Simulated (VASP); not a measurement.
Write the native input for VASP 6.6.1 that does the following.

- Task: single point
- Functional: PBEsol
- Potentials or basis: VASP PAW PBE potentials, release 64 (Pb_d, Te)
- Cutoff: 520 eV
- k mesh: 9 × 9 × 9
- Occupations: gaussian, width 0.02 eV
- Spin: no spin polarisation
- Dipole correction: no
- Further INCAR settings: ALGO = Fast; EDIFF = 1e-07; NBANDS = 17

The structure of TePb lies in POSCAR:

```
TePb
1.0
    2.3976828661      1.3843028481      3.5824377987
   -2.3976828661      1.3843028481      3.5824377987
    0.0000000000     -2.7686056964      3.5824377987
Pb Te
1 1
Direct
    0.9834627217      0.9834627217      0.9834627217
    0.4721386083      0.4721386083      0.4721386083
```

Measurements of this composition are mostly on another form, of space group No. 225.

The cell isn't the ideal one: S replaced by Te, lengths x 1.079, strained and moved within the space group.

These files were run (other wordings do the same):

INCAR

```
SYSTEM = TePb
PREC     = Accurate       ! precision mode
ENCUT    = 520            ! plane-wave cutoff, eV
EDIFF    = 1E-7           ! SCF threshold, eV
ISMEAR   = 0              ! smearing method
SIGMA    = 0.02           ! smearing width, eV
LREAL    = .FALSE.        ! projectors in reciprocal space
LASPH    = .TRUE.         ! aspherical terms in the spheres
NELM     = 100            ! most SCF steps
ALGO     = Fast           ! electronic algorithm
ISIF     = 2              ! what is computed and relaxed
LWAVE    = .FALSE.        ! write WAVECAR
LCHARG   = .FALSE.        ! write CHGCAR
GGA      = PS             ! functional
NBANDS   = 17             ! bands
```

KPOINTS

```
regular mesh
0
G
  9 9 9
  0 0 0
```

Potentials or basis: VASP PAW PBE potentials, release 64 (Pb_d, Te).

Command:

```sh
$ cat potpaw_PBE.64/Pb_d/POTCAR potpaw_PBE.64/Te/POTCAR > POTCAR
$ mpirun -np 1 vasp_std > vasp.out
```

Results of the run:

The pressure is -2.5 GPa. The largest force is 0.055 eV/Å.

Caveat: the PAW data sets were made with another functional, which shifts forces and pressure a little.

Wall time 89 s on 1 thread of Intel(R) Xeon(R) Platinum 8259CL CPU @ 2.50GHz (Skylake/Cascade Lake), with other jobs on the host, peak memory 0.27 GiB.
